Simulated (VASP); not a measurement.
Set up this calculation in VASP 6.6.1, as the native input.

| Property | Result |
| --- | --- |
| Task | dielectric tensor |
| Functional | PBE |
| Potentials or basis | VASP PAW PBE potentials, release 64 (K_sv, I) |
| Cutoff | 600 eV |
| k mesh | 12 × 12 × 12 |
| Occupations | gaussian, width 0.03 eV |
| Spin | no spin polarisation |
| Monkhorst-Pack mesh | yes |
| Further INCAR settings | ALGO = Normal; EDIFF = 1e-08 |

The structure of KI lies in POSCAR:

```
KI                                      
1.0
    0.0000000000      3.5943860769      3.5943860769
    3.5943860769      0.0000000000      3.5943860769
    3.5943860769      3.5943860769      0.0000000000
  K               I             
     1     1
Direct
     0.0000000000000000    0.0000000000000000    0.0000000000000000
     0.5000000000000000    0.5000000000000000    0.5000000000000000
```

One way to write it, as run:

INCAR

```
SYSTEM = KI
PREC = Accurate ; ENCUT = 600
EDIFF = 1E-8 ; ISMEAR = 0
SIGMA = 0.03 ; LREAL = .FALSE.
LASPH = .TRUE. ; NELM = 80
ALGO = Normal ; ISIF = 2
LWAVE = .FALSE. ; LCHARG = .FALSE.
GGA = PE ; LEPSILON = .TRUE.
```

KPOINTS

```
Automatic mesh
0
Monkhorst
  12 12 12
  0 0 0
```

Potentials or basis: VASP PAW PBE potentials, release 64 (K_sv, I).

Run with:

```console
$ cat potpaw_PBE.64/K_sv/POTCAR potpaw_PBE.64/I/POTCAR > POTCAR
$ mpirun -np 1 vasp_std > vasp.out
```

It gave:

```yaml
Electronic_dielectric_tensor_diagonal: 2.80
Born_charges_mean_of_the_diagonal: K +1.16; I -1.16 e
```

Run time: 82 min on 1 thread of Intel(R) Xeon(R) 6975P-C (Granite Rapids), with other jobs on the host, peak memory 1.6 GiB.
